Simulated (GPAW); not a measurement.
**STM contrast on H/Co(0001)**

Aim: Tersoff-Hamann images of H/Co(0001) at several biases.

Program: GPAW 26.7.0. Level of theory: GPAW, PAW setups; slab in vacuum, relaxation, in the first sound run; inputs show where later runs differ. Results are calculated unless marked as measured.

## Step 1: Starting point

The cell holds 5 atoms: 4 Co and 1 H. Cell: a = 2.510 Å, b = 2.510 Å, c = 20.711 Å, α = 90.0°, β = 90.0°, γ = 60.0°. Vacuum lies along c.

## Step 2: Relaxing the atoms

The atoms are relaxed first, since the surface dipole, and with it the work function, follows the positions of the outer layers. The lowest 2 atoms are held at bulk positions and keep their forces.

Contents of run.py:

```python
import json
import numpy as np
from ase import Atoms
from ase.constraints import FixAtoms
from ase.optimize import BFGS
from gpaw import GPAW, PW

slab = Atoms(
    ['Co', 'Co', 'Co', 'Co', 'H'],
    positions=[
        [2.51000, 1.44915, 7.00000],
        [0.00000, 0.00000, 9.03561],
        [2.51000, 1.44915, 11.07122],
        [0.00000, 0.00000, 13.10683],
        [2.51000, 1.44915, 13.71087]],
    cell=[[2.51, 0.0, 0.0], [1.255, 2.17372, 0.0], [0.0, 0.0, 20.71087]],
    pbc=[True, True, False],
    magmoms=[1.7, 1.7, 1.7, 1.7, 0.0])

slab.calc = GPAW(mode=PW(500), xc='PBE', kpts={'size': (14, 14, 1), 'gamma': True},
                 occupations={'name': 'fermi-dirac', 'width': 0.1}, nbands='160%',
                 convergence={'density': 1e-05}, maxiter=200,
                 poissonsolver={'dipolelayer': 'xy'},
                 symmetry={'tolerance': 1e-3, 'extra_ids': [1, 1, 0, 0, 0]}, txt='slab.txt')
result = {}
slab.set_constraint(FixAtoms([0, 1]))
path = []
opt = BFGS(slab, maxstep=0.2)
opt.attach(lambda: path.append((slab.get_potential_energy(), slab.positions.tolist(), slab.get_forces().tolist())))
result['relaxed'] = bool(opt.run(fmax=0.03, steps=40))
result['path'] = path
energy = slab.get_potential_energy()
fermi = slab.calc.get_fermi_level()
v = slab.calc.get_electrostatic_potential().mean((0, 1)) - fermi
n = slab.calc.get_pseudo_density().mean((0, 1))
L = slab.cell[2, 2]
z = np.arange(len(v)) * L / len(v)
low, high = slab.positions[:, 2].min(), slab.positions[:, 2].max()
below, above = np.interp([low - 4.8, high + 4.8], z, v)
slopes = [np.interp(x, z, np.gradient(v, z)) for x in (low - 4.8, high + 4.8)]
eps = np.array([[slab.calc.get_eigenvalues(k, s) for k in range(len(slab.calc.get_ibz_k_points()))]
                for s in range(slab.calc.get_number_of_spins())]) - fermi
top, bottom = eps[eps < 0].max(), eps[eps > 0].min()
dipole = slab.get_dipole_moment()[2]
print(f'energy {energy:.4f} eV, Fermi level {fermi:.4f} eV, dipole {dipole:.5f} e A')
print(f'potential 4.8 A off the faces, from the Fermi level: lower {below:.4f} eV, upper {above:.4f} eV')
print(f'slope of the potential there: lower {slopes[0]:.5f}, upper {slopes[1]:.5f} eV/A')
print(f'nearest levels on the mesh: {top:.4f} and {bottom:.4f} eV')
print('magnetic moment', round(slab.get_magnetic_moment(), 3))
result.update(energy=energy, fermi=fermi, dipole=dipole, below=below, above=above, slopes=slopes, edges=[top, bottom],
              z=z.tolist(), v=v.tolist(), n=n.tolist(), positions=slab.positions.tolist(),
              forces=slab.get_forces(apply_constraint=False).tolist(), moments=slab.get_magnetic_moments().tolist())
json.dump(result, open('result.json', 'w'))
```

Started as:

```sh
OMP_NUM_THREADS=1 OPENBLAS_NUM_THREADS=1 python run.py
```

What it wrote:

```text
Step          Energy          fmax
BFGS:    0      -35.002956        1.493771
BFGS:    1      -35.059568        1.272441
BFGS:    2      -35.191657        0.746400
BFGS:    3      -35.205101        0.474698
BFGS:    4      -35.213250        0.285012
BFGS:    5      -35.221227        0.169772
BFGS:    6      -35.222248        0.133068
BFGS:    7      -35.223160        0.145424
BFGS:    8      -35.225001        0.155064
BFGS:    9      -35.227983        0.181825
BFGS:   10      -35.231134        0.140922
BFGS:   11      -35.232713        0.054755
BFGS:   12      -35.232962        0.009889
energy -35.1530 eV, Fermi level 1.3266 eV, dipole 0.00351 e A
potential 4.8 A off the faces, from the Fermi level: lower 4.9905 eV, upper 4.8741 eV
slope of the potential there: lower -0.00104, upper 0.00023 eV/A
nearest levels on the mesh: -0.0004 and 0.0020 eV
magnetic moment 6.429
```

Elapsed: 37 min, on 1 thread of Arm Neoverse V2, shared host; peak memory 0.28 GiB.

Relaxation path:

```csv
step,energy less that of the first step (eV),largest force (eV/Å)
1,0.0000,1.4938
2,-0.0570,1.2724
3,-0.1909,0.7464
4,-0.2036,0.4747
5,-0.2110,0.2850
6,-0.2177,0.1698
7,-0.2185,0.1331
8,-0.2193,0.1454
9,-0.2210,0.1551
10,-0.2239,0.1818
11,-0.2269,0.1409
12,-0.2285,0.0548
13,-0.2288,0.0099
```

The atoms that moved most (Å):

```csv
atom,dx,dy,dz,length
H5,0.000,0.000,0.273,0.273
Co4,0.000,0.000,-0.035,0.035
Co3,0.000,0.000,-0.006,0.006
```

Final coordinates:

```xyz
5
Lattice="2.5100 0.0000 0.0000 1.2550 2.1737 0.0000 0.0000 0.0000 20.7109" Properties=species:S:1:pos:R:3
Co    2.5100    1.4491    7.0000
Co    0.0000    0.0000    9.0356
Co    2.5100    1.4491   11.0657
Co    0.0000    0.0000   13.0717
H     2.5100    1.4491   13.9838
```

This step gave:

| Item | Value |
| --- | --- |
| dipole along the normal | 0.003513 e·Å |
| levels nearest the Fermi level on the mesh | -4.25e-4, 0.001968 eV from the Fermi level |
| upper work function | 4.874 eV |
| lower work function | 4.991 eV |
| site moments | 1.808, 1.737, 1.756, 1.352, -0.01113 μB |
| sum of the site moments | 6.642 μB |

Table of electrostatic potential energy of an electron (without an applied field's), less the Fermi level, planar mean by z:

z (Å), electrostatic potential energy of an electron (without an applied field's), less the Fermi level, planar mean (eV) and a bar from the least value:
```
      0.0        4.9 ##############################
      0.5        5.0 ##############################
      1.0        5.0 ##############################
      1.5        5.0 ##############################
      2.0        5.0 ##############################
      2.5        5.0 ##############################
      3.0        5.0 ##############################
      3.5        5.0 ##############################
      4.0        5.0 ##############################
      4.5        4.9 ##############################
      5.0        4.7 ##############################
      5.5        3.9 #############################
      6.0        1.1 ##########################
      6.5       -8.8 ################
      7.0      -23.7 
      7.5       -8.8 ################
      8.0       -0.8 ########################
      8.5       -7.8 #################
      9.0      -23.6 
      9.5      -10.1 ##############
     10.0       -0.9 ########################
     10.5       -6.9 ##################
     11.0      -23.3 
     11.5      -11.2 #############
     12.0       -1.1 ########################
     12.5       -6.7 ##################
     13.0      -23.2 #
     13.5      -12.2 ############
     14.0       -3.6 #####################
     14.5        2.6 ############################
     15.0        4.4 #############################
     15.5        4.8 ##############################
     16.0        4.8 ##############################
     16.5        4.9 ##############################
     17.0        4.9 ##############################
     17.5        4.9 ##############################
     18.0        4.9 ##############################
     18.5        4.9 ##############################
     19.0        4.9 ##############################
     19.5        4.9 ##############################
     20.0        4.9 ##############################
     20.5        4.9 ##############################
```

The pseudo valence density, planar mean oscillates, so the rows of the table below give means over windows of 2.11 Å about each position, cut where the curve ends. Its maxima inside the range that stand out by 2 % of the span (Å: e/Å³): 6.9: 1.70, 9.0: 1.80, 11.1: 1.77, 13.0: 1.80. Its minima: 8.1: 0.300, 10.0: 0.308, 12.1: 0.312.

The pseudo valence density, planar mean by z; means over each step:

z (Å), pseudo valence density, planar mean (e/Å³) and a bar:
```
     1.05       0.00 
     3.17       0.00 
     5.28       0.06 ##
     7.39       0.79 #############################
     9.50       0.80 #############################
    11.61       0.82 ##############################
    13.72       0.73 ###########################
    15.83       0.01 
    17.94       0.00
```

Site moment by atom:

```csv
atom,site moment (μB)
Co1,1.81
Co2,1.74
Co3,1.76
Co4,1.35
H5,-0.01
```

The relaxation lowered the energy of the cell by 0.229 eV (energies extrapolated to zero smearing; the optimiser's log prints free energies). The largest force left on a free atom is 0.0099 eV/Å.

## Step 3: Plane waves, PBE

With the geometry fixed, the planar mean of the potential gives the vacuum level on each side.

This step: GPAW, PAW setups; slab in vacuum (GPAW 26.7.0).

run.py, as its differences from that of step 2:

```diff
@@ -3,4 +3,3 @@
 from ase import Atoms
-from ase.constraints import FixAtoms
-from ase.optimize import BFGS
+from ase.dft.stm import STM
 from gpaw import GPAW, PW
@@ -12,5 +11,5 @@
         [0.00000, 0.00000, 9.03561],
-        [2.51000, 1.44915, 11.07122],
-        [0.00000, 0.00000, 13.10683],
-        [2.51000, 1.44915, 13.71087]],
+        [2.51000, 1.44915, 11.06565],
+        [-0.00000, 0.00000, 13.07167],
+        [2.51000, 1.44915, 13.98384]],
     cell=[[2.51, 0.0, 0.0], [1.255, 2.17372, 0.0], [0.0, 0.0, 20.71087]],
@@ -23,10 +22,4 @@
                  poissonsolver={'dipolelayer': 'xy'},
-                 symmetry={'tolerance': 1e-3, 'extra_ids': [1, 1, 0, 0, 0]}, txt='slab.txt')
+                 symmetry={'tolerance': 1e-3}, txt='slab.txt')
 result = {}
-slab.set_constraint(FixAtoms([0, 1]))
-path = []
-opt = BFGS(slab, maxstep=0.2)
-opt.attach(lambda: path.append((slab.get_potential_energy(), slab.positions.tolist(), slab.get_forces().tolist())))
-result['relaxed'] = bool(opt.run(fmax=0.03, steps=40))
-result['path'] = path
 energy = slab.get_potential_energy()
@@ -52,2 +45,16 @@
               forces=slab.get_forces(apply_constraint=False).tolist(), moments=slab.get_magnetic_moments().tolist())
+
+# Images need the states of the whole zone, up to time reversal
+slab.calc = slab.calc.fixed_density(symmetry={'point_group': False}, txt='states.txt', nbands='220%',
+                                    convergence={'bands': 'CBM+0.8'})
+stm = STM(slab)
+result['stm'] = []
+for bias in [-0.5, 0.5]:
+    height = high + 3.0
+    current = stm.get_averaged_current(bias, height)
+    x, y, h = stm.scan(bias, current)
+    i, f = divmod(height / L * stm.ldos.shape[2], 1)
+    I = abs((1 - f) * stm.ldos[:, :, int(i)] + f * stm.ldos[:, :, int(i) + 1])
+    print(f'bias {bias} V: mean current at 3.0 A {current:.4e}, corrugation {np.ptp(h):.4f} A')
+    result['stm'].append(dict(bias=bias, current=current, h=(h - high).tolist(), I=I.tolist()))
 json.dump(result, open('result.json', 'w'))
```

What it wrote:

```text
energy -35.1530 eV, Fermi level 1.3266 eV, dipole 0.00351 e A
potential 4.8 A off the faces, from the Fermi level: lower 4.9904 eV, upper 4.8742 eV
slope of the potential there: lower -0.00104, upper 0.00023 eV/A
nearest levels on the mesh: -0.0004 and 0.0020 eV
magnetic moment 6.429
bias -0.5 V: mean current at 3.0 A 1.5253e-05, corrugation 0.0324 A
bias 0.5 V: mean current at 3.0 A 1.6002e-05, corrugation 0.0309 A
```

Wall time 8.6 min (1 thread); peak memory 0.83 GiB.

This step gave:

```
dipole along the normal                    : 0.003512 e·Å
levels nearest the Fermi level on the mesh : -4.13e-4, 0.002020 eV from the Fermi level
lower work function                        : 4.990 eV
site moments                               : 1.808, 1.737, 1.756, 1.351, -0.01113 μB
corrugation -0.5                           : 0.03241 Å
corrugation 0.5                            : 0.03094 Å
```

Table of electrostatic potential energy of an electron (without an applied field's), less the Fermi level, planar mean by z:

```csv
z (Å),"electrostatic potential energy of an electron (without an applied field's), less the Fermi level, planar mean (eV)"
0.0,4.93
0.5,4.99
1.0,4.99
1.5,4.99
2.0,4.99
2.5,4.99
3.0,4.99
3.5,4.98
4.0,4.96
4.5,4.90
5.0,4.68
5.5,3.89
6.0,1.12
6.5,-8.78
7.0,-23.7
7.5,-8.83
8.0,-0.763
8.5,-7.80
9.0,-23.6
9.5,-10.1
10.0,-0.876
10.5,-6.91
11.0,-23.3
11.5,-11.2
12.0,-1.10
12.5,-6.66
13.0,-23.2
13.5,-12.2
14.0,-3.62
14.5,2.64
15.0,4.38
15.5,4.76
16.0,4.85
16.5,4.87
17.0,4.87
17.5,4.87
18.0,4.87
18.5,4.87
19.0,4.87
19.5,4.87
20.0,4.87
20.5,4.90
```

The pseudo valence density, planar mean oscillates, so the rows of the table below give means over windows of 2.11 Å about each position, cut where the curve ends. Its maxima inside the range that stand out by 2 % of the span (Å: e/Å³): 6.9: 1.70, 9.0: 1.80, 11.1: 1.77, 13.0: 1.80. Its minima: 8.1: 0.300, 10.0: 0.308, 12.1: 0.312.

Table of pseudo valence density, planar mean by z; means over each step:

```csv
z (Å),"pseudo valence density, planar mean (e/Å³)"
1.05,1.9e-6
3.17,2.9e-4
5.28,0.0626
7.39,0.793
9.50,0.803
11.61,0.817
13.72,0.730
15.83,0.00799
17.94,1.6e-5
```

Tip height over the top atom over a1 and a2. Sample bias -0.5 V, constant current at the mean current 3.0 Å over the top atom.

Ten even steps from '0' (2.981 Å) to '9' (3.013 Å):
```
33577766667775
54577767776777
65567767887677
76567767999767
75335767899876
65202566789876
66300366677776
66543456666666
75346643577777
75203630257777
66300440036677
55532353235555
34565566556543
23567766677653
```
Columns: a1 from 0 to 0.929; rows upwards: a2 from 0 to 0.929.

Local density of states summed over the bias window over a1 and a2. Sample bias -0.5 V, constant height 3.0 Å over the top atom.

Values in units of 1e-5 arbitrary, 14 rows by 14 columns:
```
1.5 1.5 1.5 1.5 1.5 1.5 1.5 1.5 1.5 1.5 1.5 1.5 1.5 1.5
1.5 1.5 1.5 1.5 1.6 1.5 1.5 1.5 1.5 1.5 1.5 1.5 1.6 1.5
1.5 1.5 1.5 1.5 1.5 1.5 1.5 1.5 1.6 1.6 1.5 1.5 1.5 1.5
1.5 1.5 1.5 1.5 1.5 1.5 1.5 1.5 1.6 1.6 1.6 1.5 1.5 1.5
1.5 1.5 1.5 1.5 1.5 1.5 1.5 1.5 1.6 1.6 1.6 1.6 1.5 1.5
1.5 1.5 1.5 1.5 1.5 1.5 1.5 1.5 1.5 1.6 1.6 1.6 1.5 1.5
1.5 1.5 1.5 1.5 1.5 1.5 1.5 1.5 1.5 1.5 1.5 1.5 1.5 1.5
1.5 1.5 1.5 1.5 1.5 1.5 1.5 1.5 1.5 1.5 1.5 1.5 1.5 1.5
1.5 1.5 1.5 1.5 1.5 1.5 1.5 1.5 1.5 1.5 1.5 1.5 1.5 1.5
1.5 1.5 1.5 1.5 1.5 1.5 1.5 1.5 1.5 1.5 1.5 1.5 1.6 1.5
1.5 1.5 1.5 1.5 1.5 1.5 1.5 1.5 1.5 1.5 1.5 1.5 1.5 1.5
1.5 1.5 1.5 1.5 1.5 1.5 1.5 1.5 1.5 1.5 1.5 1.5 1.5 1.5
1.5 1.5 1.5 1.5 1.5 1.5 1.5 1.5 1.5 1.5 1.5 1.5 1.5 1.5
1.5 1.5 1.5 1.5 1.5 1.5 1.5 1.5 1.5 1.5 1.5 1.5 1.5 1.5
```
Columns: a1 from 0 to 0.929; rows upwards: a2 from 0 to 0.929.

Tip height over the top atom over a1 and a2. Sample bias 0.5 V, constant current at the mean current 3.0 Å over the top atom.

Ten even steps from '_' (2.982 Å) to '@' (3.013 Å):
```
####%%@@@@%%********%%@@@@%%
@@%%@@@@@@##++******++##@@@@
@@@@@@@@@@##====####====##@@
@@##**##@@%%++==**%%**==++%%
**++----++******##%%%%##****
++::..__..::++****##**##****
==::________::==****====****
++::__________::++**++==++**
**::____....____::**%%####%%
@@++..____..____..++@@@@@@@@
@@##--____________--##@@@@@@
@@@@**--..______..--**@@@@%%
##%%@@##++::::::::++##@@%%##
++##@@@@@@**++==++**@@@@@@##
```
Columns: a1 from 0 to 0.929; rows upwards: a2 from 0 to 0.929.

Local density of states summed over the bias window over a1 and a2. Sample bias 0.5 V, constant height 3.0 Å over the top atom.

Ten even steps from '_' (1.53 × 1e-5 arbitrary) to '@' (1.65 × 1e-5 arbitrary):
```
****%%@@@@%%********%%@@@@%%
@@%%@@@@@@##++++**++++##@@@@
@@@@@@@@@@##====****====##@@
%%##**##%%%%++==**%%**==++%%
**==----==****++**%%%%**++**
==::______::==**************
==..________..==**++====++**
==..__________..==**++==++**
**::____....____::**%%####%%
%%==______..______==%%@@@@@@
@@##--____________--##@@@@@@
@@@@**--__________--**@@@@%%
**%%@@##==::....::==##@@%%**
++**@@@@%%**======**%%@@@@**
```
Columns: a1 from 0 to 0.929; rows upwards: a2 from 0 to 0.929.

Force by atom:

```csv
atom,x (eV/Å),y (eV/Å),z (eV/Å),size
Co1,0.000,0.000,0.387,0.387
Co2,0.000,0.000,-0.382,0.382
Co3,0.000,0.000,-0.002,0.002
Co4,0.000,0.000,0.007,0.007
H5,0.000,0.000,-0.010,0.010
```

The potential is flat to 0.001 eV/Å where it is read, so the vacuum is wide enough.

## Step 4: A changed run

One more run, with changed settings.

run.py, as its differences from that of step 3:

```diff
@@ -3,3 +3,2 @@
 from ase import Atoms
-from ase.dft.stm import STM
 from gpaw import GPAW, PW
@@ -18,5 +17,5 @@
 
-slab.calc = GPAW(mode=PW(500), xc='PBE', kpts={'size': (14, 14, 1), 'gamma': True},
+slab.calc = GPAW(mode=PW(500), xc='pbe96', kpts={'size': (14, 14, 1), 'gamma': True},
                  occupations={'name': 'fermi-dirac', 'width': 0.1}, nbands='160%',
-                 convergence={'density': 1e-05}, maxiter=200,
+                 convergence={'density': 1e-05}, maxiter=75,
                  poissonsolver={'dipolelayer': 'xy'},
@@ -45,16 +44,2 @@
               forces=slab.get_forces(apply_constraint=False).tolist(), moments=slab.get_magnetic_moments().tolist())
-
-# Images need the states of the whole zone, up to time reversal
-slab.calc = slab.calc.fixed_density(symmetry={'point_group': False}, txt='states.txt', nbands='220%',
-                                    convergence={'bands': 'CBM+0.8'})
-stm = STM(slab)
-result['stm'] = []
-for bias in [-0.5, 0.5]:
-    height = high + 3.0
-    current = stm.get_averaged_current(bias, height)
-    x, y, h = stm.scan(bias, current)
-    i, f = divmod(height / L * stm.ldos.shape[2], 1)
-    I = abs((1 - f) * stm.ldos[:, :, int(i)] + f * stm.ldos[:, :, int(i) + 1])
-    print(f'bias {bias} V: mean current at 3.0 A {current:.4e}, corrugation {np.ptp(h):.4f} A')
-    result['stm'].append(dict(bias=bias, current=current, h=(h - high).tolist(), I=I.tolist()))
 json.dump(result, open('result.json', 'w'))
```

What it wrote:

```text
NameError: Unknown functional: pbe96.
```

Elapsed: 0.64 s, on 1 thread; peak memory 0.1 GiB.

The program refused the input before any cycle.

The program's message: “NameError: Unknown functional: pbe96.”

The change that led to it: xc = "pbe96".

## Step 5: Results

```yaml
work_function_upper_and_lower_face: 4.874 and 4.990 eV
dipole_along_the_normal: 0.00351 e Å
corrugation_at_minus_0p5_v: 0.0324 Å as printed, 0.020 Å or less without short-wave noise
corrugation_at_0p5_v: 0.0309 Å
```

At -0.5 V GPAW's map carries short-wave noise, which can't be real at this height: without waves under 1.5 Å it spans 0.020 Å against 0.032 Å printed. The reading below uses the filtered value, which may still be too high. In GPAW's constant-current maps the tip height varies by under 0.05 Å at every bias shown (0.031 Å at most), which is near the numerical ripple of the maps: an s-wave tip would see an almost flat surface. Negative sample bias images filled states, positive bias empty ones. The two faces differ by 0.12 eV, the step that the slab's dipole makes (e p/(ε0 A) gives 0.12 eV), so the dipole layer is needed. The images are of Tersoff-Hamann type: an s-wave tip, no tip-sample forces, heights closer than in a microscope. The cell of 5.46 Å² holds one H, started on one chosen site; other sites and coverages weren't tried. One magnetic start was tried; another order may lie lower. The in-plane lattice was kept as typed, which isn't the functional's own and leaves some strain; spin-orbit coupling and temperature are left out.

[Logs are printed without paths, hosts, clocks, repeated set-up lines and the standing remarks that a program may print on its own settings, such as how far it seeks lower states.]

[Hosts, paths, dates, database ids (printed as entryN), source tags and the programs' standing remarks are cut or masked in the printed files.]
